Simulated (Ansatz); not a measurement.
HfO2 (Fm-3m): refractive index against wavelength

The refractive index of HfO2 (Fm-3m) below the direct gap (3.72 eV on the mesh) is read from one computed spectrum, n = √(Re ε).

The structure is cubic, space group Fm-3m (No. 225). The conventional cell has a = 5.115 Å, b = 5.115 Å, c = 5.115 Å, α = 90.00°, β = 90.00°, γ = 90.00°. Hf on site a is surrounded by 8 O at 2.21 Å. Around O on site c lie 4 Hf at 2.21 Å.

Method: Ansatz 0.2.0, PBE, independent particles, k-mesh 12×12×12 with interpolation inside its cells, Gaussian parameter 0.2 eV.

Launch of the response step: `ansatz run input.yaml --threads 4 --pin off --max-ram 8192MiB --backend cpu --events-out ev --progress --plain --runs-dir out`. The run took 6 s, on 4 threads of Intel(R) Xeon(R) Platinum 8488C (Sapphire Rapids), with other jobs on the host.

```
wavelength (nm)  photon energy E (eV)       n
           1550                 0.800  2.3537
           1310                 0.946  2.3576
           1064                 1.165       ?
            850                 1.459  2.3771
            700                 1.771  2.3939
            633                 1.959  2.4060
            532                 2.331  2.4354
```

In the single-oscillator model n² − 1 = E₀E_d/(E₀² − E²), so 1/(n² − 1) = E₀/E_d − E²/(E₀E_d) is linear in E².

Working, on the rows shown:

| x = E² (eV²) | y = 1/(n² − 1) |
| --- | --- |
| 0.639837 | 0.220269 |
| 0.895757 | 0.219381 |
| 2.12762 | 0.215026 |
| 3.13716 | 0.211383 |
| 3.83641 | 0.208819 |
| 5.43137 | 0.202791 |

Means: x̄ = 2.678, ȳ = 0.21294. Σ(x − x̄)(y − ȳ) = -0.061, Σ(x − x̄)² = 16.77. Slope = -0.061 / 16.77 = -0.003638; intercept = ȳ − slope · x̄ = 0.22269. Turned back into n, the line misses the rows shown by at most 0.00068.

Q: What does the fit predict for the withheld row, and how well does it do?

A: At x = 1.3578 the line gives y = 0.21775, that is 2.3648. The run gave 2.3648, so the interpolation holds to the digits printed.

Refitted with all rows, the slope is -0.003638 and the intercept 0.22269. These give E₀ = √(intercept/−slope) = 7.82 eV and E_d = E₀/intercept = 35.1 eV; E₀ is 2.1 times the direct gap. The electronic limit at long wavelengths, without lattice vibrations, is n = √(1 + 1/intercept) = 2.343. Excitons are left out and so are local fields; PBE gaps are as a rule too small. Spin-orbit coupling is left out.

[Logs are printed without paths, hosts, clocks, repeated set-up lines and the standing remarks that a program may print on its own settings, such as how far it seeks lower states.]
